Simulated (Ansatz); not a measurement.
# fcc Cu(100) / fcc Pd(100) interface: transmission and 2AR, part 2 of 3

Wanted: 2AR for the fcc Cu(100) / fcc Pd(100) interface, at several levels.

Ansatz 0.2.0; Ansatz plane-wave DFT, PBE, PAW files; ballistic transport by layer matching (Landauer), zero bias; PAW set soft_1 (the session's first sound run).

So far, transmission per spin nearest the Fermi level: step 2 (transmission: PBE) 0.627.

**5. Resistance: PBE, coarse mesh**

This step: Ansatz plane-wave DFT, PBE, PAW files; ballistic transport by layer matching (Landauer), zero bias; specific resistance of one interface, 1/T less the mean of the leads' 1/N; PAW set soft_1 (Ansatz 0.2.0).

This step gave:

- area resistance: 0.6882 fΩ m²
- T over the leads' mean channel count: 0.5195
- twice the interface resistance (2AR, or 2AR* for magnets): 1.376 fΩ m²

Twice the interface resistance is 1.38 fΩ m² here, against 1.41 in the first run; 51.9 % of the two leads' mean channel count pass, 51.8 % before.

**6. Transmission: LDA**

The functional changes to LDA at the same atoms, which shifts d bands against the Fermi level. To save time only the energies from -0.06 to 0.06 eV are solved. The mesh is 46×46 and the cutoff, the files' own for this level, 420 eV.

This step: Ansatz plane-wave DFT, LDA, PAW files; ballistic transport by layer matching (Landauer), zero bias; PAW set soft_1 (Ansatz 0.2.0).

Input file input.yaml:

```yaml
crystal:
  lattice:
    - [2.6533333436, 0.0, 0.0]
    - [0.0, 2.6533333436, 0.0]
    - [0.0, 0.0, 37.6747782303]
  atoms:
    - { symbol: Cu, position: [0.0, 0.0, 0.0265429565] }
    - { symbol: Cu, position: [0.5, 0.5, 0.0710692109] }
    - { symbol: Cu, position: [0.0, 0.0, 0.1155954653] }
    - { symbol: Cu, position: [0.5, 0.5, 0.1601217196] }
    - { symbol: Cu, position: [0.0, 0.0, 0.204647974] }
    - { symbol: Cu, position: [0.5, 0.5, 0.2491742284] }
    - { symbol: Cu, position: [0.0, 0.0, 0.2937004828] }
    - { symbol: Cu, position: [0.5, 0.5, 0.3382267372] }
    - { symbol: Cu, position: [0.0, 0.0, 0.3827529916] }
    - { symbol: Cu, position: [0.5, 0.5, 0.4272792459] }
    - { symbol: Pd, position: [0.0, 0.0, 0.4772792459] }
    - { symbol: Pd, position: [0.5, 0.5, 0.5327529916] }
    - { symbol: Pd, position: [0.0, 0.0, 0.5882267372] }
    - { symbol: Pd, position: [0.5, 0.5, 0.6437004828] }
    - { symbol: Pd, position: [0.0, 0.0, 0.6991742284] }
    - { symbol: Pd, position: [0.5, 0.5, 0.754647974] }
    - { symbol: Pd, position: [0.0, 0.0, 0.8101217196] }
    - { symbol: Pd, position: [0.5, 0.5, 0.8655954653] }
    - { symbol: Pd, position: [0.0, 0.0, 0.9210692109] }
    - { symbol: Pd, position: [0.5, 0.5, 0.9765429565] }
kpoints:
  mp_grid: { grid: [14, 14, 1] }
hamiltonian:
  xc: lda
  pseudopotentials: { kind: paw, azcp: { folder: soft_1 }, xc_functional: pbe }
scf:
  occupations: { method: fermi_dirac, width: 0.1 }
output:
  transmission:
    leads: [[4, 5], [14, 15]]
    kmesh: [46, 46]
    e_range: [-0.06, 0.06]
    de: 0.04
  write_potential: true
  write_density: true
  volumetric_format: npy
```

Launch:

```
$ ansatz run input.yaml --threads 4 --pin off --max-ram 15360MiB --backend cpu --events-out ev --progress --plain --runs-dir out
```

Numbers of over 12 decimals in the logs are rounded to 6 here.

The log of the run:

```text
[...]
Crystal: 20 atoms, lattice volume = 265.237 Å³
Basis set: ecut = 420 eV, 5217 PW (Γ)
Bands: 222, of which v1, the nominal top of the filled ones, is band 185 counted from 1 (184 counted from 0)
Symmetry: 16 space group operations
[...]
k-points: 36 of 196
[...]
SCF iter   1: F=—  HF=-134044.844691 eV  |F-HF|=—  |Δ(HF+E_count)|=         —  Δρ=2.42e-1  dr2=2.64e3  ethr=3.10e-3  ⟨swp⟩=4.6  Hψ=24589  notcnv=0  defer=148
[...]
SCF iter  15: F=-134003.320337 eV  HF=-134003.320337 eV  |F-HF|=6.36e-8  |Δ(HF+E_count)|=   3.10e-8  Δρ=3.53e-6  dr2=6.48e-8  ethr=2.70e-11  ⟨swp⟩=8.6  Hψ=30547  notcnv=0
SCF 1 converged in 15 iterations: F = -134003.320337 eV  dr2 = 6.48e-8
[...]
transmission: 1020 of 10200 steps passed
transmission: 2040 of 10200 steps passed
[...]
transmission: 10200 of 10200 steps passed
SCF converged after 15 iterations
Free energy (F): -134003.320337 eV
[...]
Internal energy: -134002.681851 eV  (E = F + TS)
E sigma→0 (E₀):  -134003.001094 eV
Entropy (-TS):   -0.638486 eV (-31.924 meV/atom)
Fermi energy:    17.797212 eV
[...]
--- Band table (eV; the first three rows and the last of 36) ---
  k-point 0: bands = [... 181 lower, 17.2165, 17.3007, 17.3990, 17.5035, 17.5035, 17.5046, 17.6091, 17.7044, ... 33 higher]
  k-point 1: bands = [... 181 lower, 17.1691, 17.2732, 17.3268, 17.3501, 17.4214, 17.4849, 17.6109, 17.6198, ... 33 higher]
  k-point 2: bands = [... 181 lower, 17.1234, 17.1665, 17.3227, 17.3279, 17.3461, 17.3871, 17.4499, 17.5274, ... 33 higher]
  k-point 35: bands = [... 181 lower, 18.8507, 19.6334, 19.6334, 20.5491, 20.5491, 21.5146, 21.5146, 21.9662, ... 33 higher]
--- Transmission ---
  basis      : 61 plane waves across, 34 finite elements along
  points     : 300, standing for a mesh of 46 x 46
[...]
channels       : 9.948015e-1 a spin
[...]
slowest decay  : 0.0721 /Å at (0.5000, 0.3261)
[...]
channels       : 1.451796e0 a spin
[...]
slowest decay  : 0.0131 /Å at (0.4565, 0.4130)
  junction   : crystal 0 to crystal 1, 9.25 to 25.99 Å
    transmission   : 6.383387e-1 a spin
[...]
```

Wall time 1.9 min (4 threads of Arm Neoverse V1, shared host); peak memory 2.2 GiB; 7.2 min of CPU time.

Numbers from this step:

| Quantity | Value |
| --- | --- |
| free energy | -134003.3203 eV |
| energy at zero smearing | -134003.0011 eV |
| Fermi energy | 17.80 eV |

Per spin. Transmission, zone mean against energy, zero at the Fermi level:

```tsv
energy (eV)	transmission, zone mean
-0.0600	0.657
-0.0200	0.638
0.0200	0.601
0.0600	0.578
```

Over the solved energies the transmission per spin lies between 0.578 and 0.657, out of 0.991 channels of the lead on average (up to 0.995).

**7. Resistance: LDA**

This step: Ansatz plane-wave DFT, LDA, PAW files; ballistic transport by layer matching (Landauer), zero bias; specific resistance of one interface, 1/T less the mean of the leads' 1/N; PAW set soft_1 (Ansatz 0.2.0).

Numbers from this step:

```
area resistance                                           : 0.6848 fΩ m²
T over the leads' mean channel count                      : 0.5185
twice the interface resistance (2AR, or 2AR* for magnets) : 1.370 fΩ m²
```

Twice the interface resistance is 1.37 fΩ m² here, against 1.41 in the first run; 51.8 % of the two leads' mean channel count pass, 51.8 % before.

**8. Transmission: r2SCAN, cutoff 500 eV**

The same with r2SCAN, the dearer rung. To save time only the energies from -0.06 to 0.06 eV are solved. The mesh is 46×46 and the cutoff, the files' own for this level, 500 eV.

This step: Ansatz plane-wave DFT, r2SCAN, PAW files; ballistic transport by layer matching (Landauer), zero bias; PAW set soft_1 (Ansatz 0.2.0).

input.yaml, as its differences from that of step 6:

```diff
@@ -29,4 +29,4 @@
 hamiltonian:
-  xc: lda
-  pseudopotentials: { kind: paw, azcp: { folder: soft_1 }, xc_functional: pbe }
+  xc: r2scan
+  pseudopotentials: { kind: paw, azcp: { folder: soft_1 } }
 scf:
```

The log of the run:

```text
[...]
Crystal: 20 atoms, lattice volume = 265.237 Å³
Basis set: ecut = 500 eV, 6661 PW (Γ), exchange–correlation on 80×80×1152 points (64 copies of the dense FFT grid, shifted against one another)
Bands: 222, of which v1, the nominal top of the filled ones, is band 185 counted from 1 (184 counted from 0)
Symmetry: 16 space group operations
[...]
k-points: 36 of 196
[...]
SCF iter   1: F=—  HF=-136196.709206 eV  |F-HF|=—  |Δ(HF+E_count)|=         —  Δρ=2.02e-1  dr2=2.05e3  dr2_τ=3.92e0  ethr=3.10e-3  ⟨swp⟩=4.5  Hψ=24382  notcnv=0  defer=234
[...]
SCF iter  23: F=-136170.400130 eV  HF=-136170.400130 eV  |F-HF|=3.25e-8  |Δ(HF+E_count)|=   4.74e-9  Δρ=3.49e-6  dr2=4.27e-8  dr2_τ=1.49e-9  ethr=2.70e-11  ⟨swp⟩=9.0  Hψ=27725  notcnv=0
SCF 1 converged in 23 iterations: F = -136170.400130 eV  dr2 = 4.27e-8
[...]
transmission: 870 of 8700 steps passed
transmission: 1740 of 8700 steps passed
[...]
transmission: 8700 of 8700 steps passed
SCF converged after 23 iterations
Free energy (F): -136170.400130 eV
[...]
Internal energy: -136169.817673 eV  (E = F + TS)
E sigma→0 (E₀):  -136170.108901 eV
Entropy (-TS):   -0.582458 eV (-29.123 meV/atom)
Fermi energy:    17.994779 eV
[...]
--- Band table (eV; the first three rows and the last of 36) ---
  k-point 0: bands = [... 181 lower, 17.3235, 17.3986, 17.4970, 17.6044, 17.6737, 17.6737, 17.7119, 17.8109, ... 33 higher]
  k-point 1: bands = [... 181 lower, 17.3720, 17.3752, 17.4450, 17.5467, 17.5897, 17.5929, 17.7336, 17.7376, ... 33 higher]
  k-point 2: bands = [... 181 lower, 17.2453, 17.2696, 17.4294, 17.4487, 17.5603, 17.5825, 17.6204, 17.6518, ... 33 higher]
  k-point 35: bands = [... 181 lower, 19.1048, 19.9250, 19.9250, 20.8998, 20.8998, 21.9392, 21.9392, 22.6047, ... 33 higher]
--- Transmission ---
  basis      : 69 plane waves across, 29 finite elements along
  points     : 300, standing for a mesh of 46 x 46
[...]
channels       : 9.872401e-1 a spin
[...]
slowest decay  : 0.0198 /Å at (0.4783, 0.3913)
[...]
channels       : 1.385161e0 a spin
[...]
slowest decay  : 0.0116 /Å at (0.4783, 0.3913)
  junction   : crystal 0 to crystal 1, 9.25 to 25.99 Å
    transmission   : 5.994539e-1 a spin
[...]
```

It took 3.5 min on 4 threads; peak memory 3.1 GiB.

This step gave:

```yaml
free_energy: -136170.4001 eV
energy_at_zero_smearing: -136170.1089 eV
fermi_energy: 17.99 eV
step_of_the_upper_lead_s_potential: 0.3 meV
```

Per spin. The transmission, zone mean by energy, zero at the Fermi level:

```tsv
energy (eV)	transmission, zone mean
-0.0600	0.608
-0.0200	0.599
0.0200	0.568
0.0600	0.538
```

Over the solved energies the transmission per spin lies between 0.538 and 0.608, out of 0.985 channels of the lead on average (up to 0.987).

Between step 2 and this run (r2SCAN and cutoff 500 eV) the value for the transmission per spin nearest the Fermi level moves from 0.627 to 0.599 (-4 %).

**9. Resistance: r2SCAN**

This step: Ansatz plane-wave DFT, r2SCAN, PAW files; ballistic transport by layer matching (Landauer), zero bias; specific resistance of one interface, 1/T less the mean of the leads' 1/N; PAW set soft_1 (Ansatz 0.2.0).

Numbers from this step:

```
area resistance                                           : 0.7526 fΩ m²
T over the leads' mean channel count                      : 0.5127
twice the interface resistance (2AR, or 2AR* for magnets) : 1.505 fΩ m²
```

Twice the interface resistance is 1.51 fΩ m² here, against 1.41 in the first run; 51.3 % of the two leads' mean channel count pass, 51.8 % before.

**10. Transmission: PBE on the lower metal's lattice, k-mesh 15×15×1, in plane spacing 2.5562 Å**

The common lattice is now the lower metal's own, which puts all the misfit on the upper one. To save time only the energies from -0.06 to 0.06 eV are solved. The mesh is 48×48 and the cutoff, the files' own for this level, 420 eV.

This step: Ansatz plane-wave DFT, PBE, PAW files; ballistic transport by layer matching (Landauer), zero bias; PAW set soft_1 (Ansatz 0.2.0).

The cell differs from the one that the last finished run ended in (a 2.653 → 2.556 Å, b 2.653 → 2.556 Å, c 37.675 → 40.594 Å).

Input file input.yaml:

```yaml
crystal:
  lattice:
    - [2.5561627297, 0.0, 0.0]
    - [0.0, 2.5561627297, 0.0]
    - [0.0, 0.0, 40.5935784438]
  atoms:
    - { symbol: Cu, position: [0.0, 0.0, 0.0246344382] }
    - { symbol: Cu, position: [0.5, 0.5, 0.0691606926] }
    - { symbol: Cu, position: [0.0, 0.0, 0.113686947] }
    - { symbol: Cu, position: [0.5, 0.5, 0.1582132014] }
    - { symbol: Cu, position: [0.0, 0.0, 0.2027394557] }
    - { symbol: Cu, position: [0.5, 0.5, 0.2472657101] }
    - { symbol: Cu, position: [0.0, 0.0, 0.2917919645] }
    - { symbol: Cu, position: [0.5, 0.5, 0.3363182189] }
    - { symbol: Cu, position: [0.0, 0.0, 0.3808444733] }
    - { symbol: Cu, position: [0.5, 0.5, 0.4253707276] }
    - { symbol: Pd, position: [0.0, 0.0, 0.4753707276] }
    - { symbol: Pd, position: [0.5, 0.5, 0.5308444733] }
    - { symbol: Pd, position: [0.0, 0.0, 0.5863182189] }
    - { symbol: Pd, position: [0.5, 0.5, 0.6417919645] }
    - { symbol: Pd, position: [0.0, 0.0, 0.6972657101] }
    - { symbol: Pd, position: [0.5, 0.5, 0.7527394557] }
    - { symbol: Pd, position: [0.0, 0.0, 0.8082132014] }
    - { symbol: Pd, position: [0.5, 0.5, 0.863686947] }
    - { symbol: Pd, position: [0.0, 0.0, 0.9191606926] }
    - { symbol: Pd, position: [0.5, 0.5, 0.9746344382] }
kpoints:
  mp_grid: { grid: [15, 15, 1] }
hamiltonian:
  xc: pbe
  pseudopotentials: { kind: paw, azcp: { folder: soft_1 } }
scf:
  occupations: { method: fermi_dirac, width: 0.1 }
output:
  transmission:
    leads: [[4, 5], [14, 15]]
    kmesh: [48, 48]
    e_range: [-0.06, 0.06]
    de: 0.04
  write_potential: true
  write_density: true
  volumetric_format: npy
```

The log of the run:

```text
[...]
Crystal: 20 atoms, lattice volume = 265.237 Å³
Basis set: ecut = 420 eV, 5203 PW (Γ)
Bands: 222, of which v1, the nominal top of the filled ones, is band 185 counted from 1 (184 counted from 0)
Symmetry: 16 space group operations
[...]
k-points: 36 of 225
[...]
SCF iter   1: F=—  HF=-136013.024444 eV  |F-HF|=—  |Δ(HF+E_count)|=         —  Δρ=2.20e-1  dr2=2.54e3  ethr=3.10e-3  ⟨swp⟩=4.6  Hψ=24201  notcnv=0  defer=170
[...]
SCF iter  16: F=-135979.935139 eV  HF=-135979.935139 eV  |F-HF|=5.63e-8  |Δ(HF+E_count)|=   4.37e-9  Δρ=3.11e-6  dr2=5.17e-8  ethr=2.70e-11  ⟨swp⟩=8.8  Hψ=27510  notcnv=0
SCF 1 converged in 16 iterations: F = -135979.935139 eV  dr2 = 5.17e-8
[...]
transmission: 1042 of 10400 steps passed
transmission: 2080 of 10400 steps passed
[...]
transmission: 10400 of 10400 steps passed
SCF converged after 16 iterations
Free energy (F): -135979.935139 eV
[...]
Internal energy: -135979.386202 eV  (E = F + TS)
E sigma→0 (E₀):  -135979.660670 eV
Entropy (-TS):   -0.548936 eV (-27.447 meV/atom)
Fermi energy:    18.211307 eV
[...]
--- Band table (eV; the first three rows and the last of 36) ---
  k-point 0: bands = [... 181 lower, 17.9799, 17.9799, 17.9961, 18.0177, 18.0496, 18.0938, 18.1489, 18.2010, ... 33 higher]
  k-point 1: bands = [... 181 lower, 17.8769, 17.9170, 17.9290, 17.9467, 17.9880, 18.0293, 18.0959, 18.1229, ... 33 higher]
  k-point 2: bands = [... 181 lower, 17.7444, 17.7534, 17.8230, 17.8500, 17.9427, 17.9472, 18.0295, 18.0618, ... 33 higher]
  k-point 35: bands = [... 181 lower, 20.0287, 20.1755, 20.6611, 20.9793, 21.4927, 21.8623, 22.4220, 22.6964, ... 33 higher]
--- Transmission ---
  basis      : 61 plane waves across, 32 finite elements along
  points     : 325, standing for a mesh of 48 x 48
[...]
channels       : 9.205729e-1 a spin
[...]
slowest decay  : 0.0869 /Å at (0.4792, 0.0000)
[...]
channels       : 1.201389e0 a spin
[...]
slowest decay  : 0.0277 /Å at (0.4167, 0.1042)
  junction   : crystal 0 to crystal 1, 9.83 to 27.88 Å
    transmission   : 5.707337e-1 a spin
[...]
```

It took 1.9 min on 4 threads; peak memory 2.3 GiB; 7.2 min of CPU time.

This step gave:

| Quantity | Value |
| --- | --- |
| free energy | -135979.9351 eV |
| energy at zero smearing | -135979.6607 eV |
| Fermi energy | 18.21 eV |
| cell area | 6.534 Å² |
| step of the lead's potential | 1.1 meV |
| step of the upper lead's potential | 0.8 meV |

Per spin. The transmission, zone mean by energy, zero at the Fermi level:

```tsv
energy (eV)	transmission, zone mean
-0.0600	0.580
-0.0200	0.571
0.0200	0.547
0.0600	0.535
```

Over the solved energies the transmission per spin lies between 0.535 and 0.580, out of 0.916 channels of the lead on average (up to 0.921).

(Part 2 of 3 ends here.)

[Logs are printed without paths, hosts, clocks, repeated set-up lines and the standing remarks that a program may print on its own settings, such as how far it seeks lower states.]

[Hosts, paths, dates, database ids (printed as entryN), source tags and the programs' standing remarks are cut or masked in the printed files.]
